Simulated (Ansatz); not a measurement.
**MgO: a listed cell, distorted in several ways**

Aim: see how energy, forces, stress and gap of MgO answer to moves of single atoms, random distortions, further strains and shifts, other functionals. Nothing is relaxed unless a step says so.

Program: Ansatz 0.2.0. Level of theory: DFT PBEsol, scalar-relativistic, plane waves, PAW. These are calculated values, not measurements.

### Step 1. Starting point

It takes space group P6_3mc (No. 186, hexagonal). Conventional cell: a = 3.308 Å, b = 3.308 Å, c = 4.983 Å, α = 90.00°, β = 90.00°, γ = 120.00°. Mg (site symmetry 3m) is surrounded by 4 O at 1.97 to 1.99 Å. Around O (site symmetry 3m) lie 4 Mg at 1.97 to 1.99 Å.

Coordinates:

```
CELL_PARAMETERS angstrom
3.30779 0.00000 0.00000
-1.65389 2.86463 0.00000
0.00000 0.00000 4.98288
ATOMIC_POSITIONS crystal
Mg 0.33333 0.66667 0.00216
Mg 0.66667 0.33333 0.50216
O 0.33333 0.66667 0.40244
O 0.66667 0.33333 0.90244
```

The structure comes from the Materials Project (structure only).

### Step 2. A change within the space group

Against the listed cell: strain xx, yy, zz, yz, xz, xy = -2.8, -2.8, -1.3, +0.0, +0.0, +0.0 %; atoms moved by 0.10 Å root mean square, at most 0.10 Å.

input.yaml

```yaml
crystal:
  lattice:
    - [3.2135812131, 0.0, 0.0]
    - [-1.6067906066, 2.7830429677, 0.0]
    - [0.0, 0.0, 4.9157124251]
  atoms:
    - { symbol: Mg, position: [0.33333333, 0.66666667, 0.0222284486] }
    - { symbol: Mg, position: [0.66666667, 0.33333333, 0.5222284486] }
    - { symbol: O, position: [0.33333333, 0.66666667, 0.3823715514] }
    - { symbol: O, position: [0.66666667, 0.33333333, 0.8823715514] }
basis:
  ecutwfc: 420
kpoints:
  mp_grid: { grid: [9, 9, 6] }
hamiltonian:
  xc: pbesol
scf:
  occupations: { method: gaussian, width: 0.02 }
output:
  forces: true
  stress: true
  eigenvalues: true
```

Run with:

```sh
$ ansatz run input.yaml --threads 1 --pin off --max-ram 1331MiB --backend cpu --events-out ev --progress --plain --runs-dir out
```

### Step 3. Random moves and strain, cell strained

input.yaml

```yaml
crystal:
  lattice:
    - [3.4684792783, 0.0265284516, -0.0290092919]
    - [-1.7112653262, 2.8923561552, 0.0288850763]
    - [-0.0436998722, 0.025014066, 5.0967405162]
  atoms:
    - { symbol: Mg, position: [0.340950447, 0.6446917366, -0.0187799505] }
    - { symbol: Mg, position: [0.7033059819, 0.3789378623, 0.4875396858] }
    - { symbol: O, position: [0.2872846482, 0.6660383161, 0.4138111903] }
    - { symbol: O, position: [0.6684558997, 0.3103320851, 0.9266270676] }
basis:
  ecutwfc: 420
kpoints:
  mp_grid: { grid: [9, 9, 6] }
hamiltonian:
  xc: pbesol
scf:
  occupations: { method: gaussian, width: 0.02 }
output:
  forces: true
  stress: true
  eigenvalues: true
```

### Step 4. A single atom displaced

input.yaml

```yaml
crystal:
  lattice:
    - [3.3077869865, 0.0, 0.0]
    - [-1.6538934933, 2.8646275606, 0.0]
    - [0.0, 0.0, 4.98288167]
  atoms:
    - { symbol: Mg, position: [0.33333333, 0.66666667, 0.00215974] }
    - { symbol: Mg, position: [0.6273750503, 0.2118271332, 0.5262722933] }
    - { symbol: O, position: [0.33333333, 0.66666667, 0.40244026] }
    - { symbol: O, position: [0.66666667, 0.33333333, 0.90244026] }
basis:
  ecutwfc: 420
kpoints:
  mp_grid: { grid: [9, 9, 6] }
hamiltonian:
  xc: pbesol
scf:
  occupations: { method: gaussian, width: 0.02 }
output:
  forces: true
  stress: true
  eigenvalues: true
```

### Step 5. A change within a subgroup

input.yaml

```yaml
crystal:
  lattice:
    - [3.4295135476, 0.0106510741, 0.0074755986]
    - [-1.7055326731, 2.9540639033, -0.0149384931]
    - [0.0112613126, -0.0194830673, 5.0822403305]
  atoms:
    - { symbol: Mg, position: [0.3488403806, 0.6020440785, 0.0140877234] }
    - { symbol: Mg, position: [0.6511596194, 0.2532036879, 0.5140877234] }
    - { symbol: O, position: [0.320592015, 0.7326721293, 0.3905122766] }
    - { symbol: O, position: [0.679407985, 0.4120801043, 0.8905122766] }
basis:
  ecutwfc: 420
kpoints:
  mp_grid: { grid: [9, 9, 6] }
hamiltonian:
  xc: pbesol
scf:
  occupations: { method: gaussian, width: 0.02 }
output:
  forces: true
  stress: true
  eigenvalues: true
```

### Step 6. A change within a subgroup

input.yaml

```yaml
crystal:
  lattice:
    - [3.2645872885, 0.0661557397, -0.0027454632]
    - [-1.5750010931, 2.8602819052, -0.0027236858]
    - [-0.0041357918, -0.0071255208, 4.8627443929]
  atoms:
    - { symbol: Mg, position: [0.301232831, 0.6573171349, 0.007036894] }
    - { symbol: Mg, position: [0.6573171349, 0.301232831, 0.507036894] }
    - { symbol: O, position: [0.3415058372, 0.6999441969, 0.397563106] }
    - { symbol: O, position: [0.6999441969, 0.3415058372, 0.897563106] }
basis:
  ecutwfc: 420
kpoints:
  mp_grid: { grid: [9, 9, 6] }
hamiltonian:
  xc: pbesol
scf:
  occupations: { method: gaussian, width: 0.02 }
output:
  forces: true
  stress: true
  eigenvalues: true
```

### Step 7. Another functional, on a distorted cell: PBE

input.yaml

```yaml
crystal:
  lattice:
    - [3.2851617235, 0.0, 0.0]
    - [-1.6425808618, 2.8450335081, 0.0]
    - [0.0, 0.0, 4.9487987594]
  atoms:
    - { symbol: Mg, position: [0.33333333, 0.66666667, 0.00215974] }
    - { symbol: Mg, position: [0.66666667, 0.33333333, 0.50215974] }
    - { symbol: O, position: [0.33333333, 0.66666667, 0.40244026] }
    - { symbol: O, position: [0.66666667, 0.33333333, 0.90244026] }
basis:
  ecutwfc: 420
kpoints:
  mp_grid: { grid: [9, 9, 6] }
hamiltonian:
  xc: pbe
scf:
  occupations: { method: gaussian, width: 0.02 }
output:
  forces: true
  stress: true
  eigenvalues: true
  populations: true
```

### Step 8. Functional and cell changed: r2SCAN

Edit input.yaml of step 7 so:

```diff
@@ -2,5 +2,5 @@
   lattice:
-    - [3.2851617235, 0.0, 0.0]
-    - [-1.6425808618, 2.8450335081, 0.0]
-    - [0.0, 0.0, 4.9487987594]
+    - [3.3210512123, 0.0, 0.0]
+    - [-1.6605256062, 2.8761147171, 0.0]
+    - [0.0, 0.0, 5.0028630255]
   atoms:
@@ -11,3 +11,3 @@
 basis:
-  ecutwfc: 420
+  ecutwfc: 500
 kpoints:
@@ -15,3 +15,3 @@
 hamiltonian:
-  xc: pbe
+  xc: r2scan
 scf:
@@ -22,2 +22 @@
   eigenvalues: true
-  populations: true
```

Before running it: what results should come out? Wanted: for each run, case; energy; pressure; largest force.

The runs gave:

| step | case | energy (meV/atom) | pressure (GPa) | largest force (eV/Å) | gap on the mesh (eV) |
| --- | --- | --- | --- | --- | --- |
| 2 | a change within the space group | +0.0 | 15.3 | 2.65 | 4.01 |
| 3 | random moves and strain, cell strained | +20.9 | -6.2 | 3.02 | 2.56 |
| 4 | a single atom displaced | +95.2 | 7.8 | 5.76 | 3.28 |
| 5 | a change within a subgroup | +379.5 | 7.9 | 5.77 | 2.62 |
| 6 | a change within a subgroup | -25.9 | 7.2 | 2.15 | 3.48 |
| 7 | another functional, on a distorted cell: PBE | n/a | 6.1 | 0.01 | 3.59 |
| 8 | functional and cell changed: r2SCAN | n/a | -2.0 | 0.04 | 4.08 |

Energies are counted from step 2, with the smearing taken to zero. Other atoms or functionals have another zero of energy (n/a). 

Among the distorted cells of the listed formula and level the largest force, 5.77 eV/Å, comes in step 5, shared by 2 atoms. Among the distorted cells of the listed formula and level the gap runs from 2.56 eV to 4.01 eV.

These are semilocal Kohn-Sham gaps, which aren't the measured quantity. Such gaps usually fall short of the measured ones.
